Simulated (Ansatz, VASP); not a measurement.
## GaSb: VASP beside Ansatz

```
CELL_PARAMETERS angstrom
0.00000 3.15077 3.05900
3.05900 0.00000 3.05900
3.05900 3.15077 0.00000
ATOMIC_POSITIONS crystal
Ga 0.00000 0.00000 0.00000
Sb 0.75000 0.75000 0.75000
```

Change from the starting cell: strain +0.0300 x Voigt [0, 1, 0, 0, 0, 0], atoms carried along.

Alike in both runs: task single point; functional PBE; k mesh 14 × 14 × 14; occupations gaussian, width 0.15 eV; no spin polarisation.

|  | VASP | Ansatz |
| --- | --- | --- |
| version | VASP 6.6.1 | Ansatz 0.2.0 |
| potentials or method | VASP PAW PBE potentials, release 64 (Ga_d, Sb) | scalar-relativistic, plane waves, PAW |
| plane-wave cutoff (eV) | 520 | 420 |
| valence electrons in the cell | 18 | 28 |

Ansatz gave:

- gap on the k mesh at the Fermi level (eV): none
- pressure (GPa): 0.8
- largest component of the traceless stress (GPa): 0.87

Question: What did VASP give for the same quantities?

Answer: gap on the k mesh at the Fermi level (eV): none; pressure (GPa): 0.9; largest component of the traceless stress (GPa): 0.87.

A gap of «none» marks a metal or a gap that the smearing closes. The two sets of potentials don't hold the same shells in valence.

Spin-orbit coupling is left out, which matters for the levels of Sb.
